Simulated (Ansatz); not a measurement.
# Spin–orbit splittings in Lu

```
Lu
1.0
     3.50990    0.00000    0.00000
    -1.75495    3.03966    0.00000
     0.00000    0.00000    5.56660
Lu
2
Direct
  0.33333 0.66667 0.25000
  0.66667 0.33333 0.75000
```

Atoms are numbered in the order listed.

The cell is COD entry 1538083, as deposited and not checked against the literature; nothing was relaxed.

Methods: DFT, PBE, all-electron LAPW, scalar-relativistic (Ansatz 0.2.0); DFT, PBE, all-electron LAPW, Dirac equation with spin-orbit coupling (Ansatz 0.2.0).

Numerical set-up: a Γ-centred 13×13×8 k mesh, Fermi–Dirac smearing of 0.03 eV, basis error target 0.5 meV/atom, no spin polarisation.

Levels between -6 and 3 eV, each run counted from its own valence-band top where it has a gap, else its Fermi level. Scalar levels are listed once for both spins; with the coupling every spinor state is counted. Levels near the edges of the range can cross them.

(1) At Γ (0.000, 0.000, 0.000) the scalar-relativistic levels are -5.98, -5.00 (×2), -4.99, -4.96 (×2), -4.96 (×2), -4.95 (×2), -4.94, -4.91 (×2), -4.90 (×2), -2.41, 0.50, 2.20 (×2), 2.47, 2.89 (×2). What are they with spin–orbit coupling?

(2) At H (0.333, 0.333, 0.500) the scalar-relativistic levels are -4.97 (×2), -4.96 (×4), -4.95 (×2), -4.95 (×2), -4.94 (×2), -4.92 (×2), -0.56 (×2), -0.44 (×2), 0.34 (×2). What are they with spin–orbit coupling?

(3) At A (0.000, 0.000, 0.500) the scalar-relativistic levels are -5.01 (×2), -4.98 (×4), -4.96 (×2), -4.91 (×4), -4.90 (×2), -4.38 (×2), 1.14 (×2), 2.13 (×4). What are they with spin–orbit coupling?

Results:

(1) -5.96 (×2), -5.72 (×10), -5.72 (×2), -4.22 (×2), -4.22 (×2), -4.21 (×2), -4.20 (×2), -4.20 (×2), -4.18 (×2), -4.17 (×4), -2.40 (×2), 0.47 (×2), 2.07 (×2), 2.35 (×2), 2.44 (×2), 2.72 (×2).

(2) -5.72 (×6), -5.72 (×6), -4.21 (×4), -4.21 (×4), -4.20 (×4), -4.19 (×4), -0.58 (×2), -0.57 (×2), -0.53 (×2), -0.32 (×2), 0.17 (×2), 0.48 (×2).

(3) -5.72 (×8), -5.72 (×4), -4.36 (×4), -4.22 (×4), -4.21 (×4), -4.19 (×4), -4.16 (×4), 1.13 (×4), 2.03 (×4), 2.25 (×4).
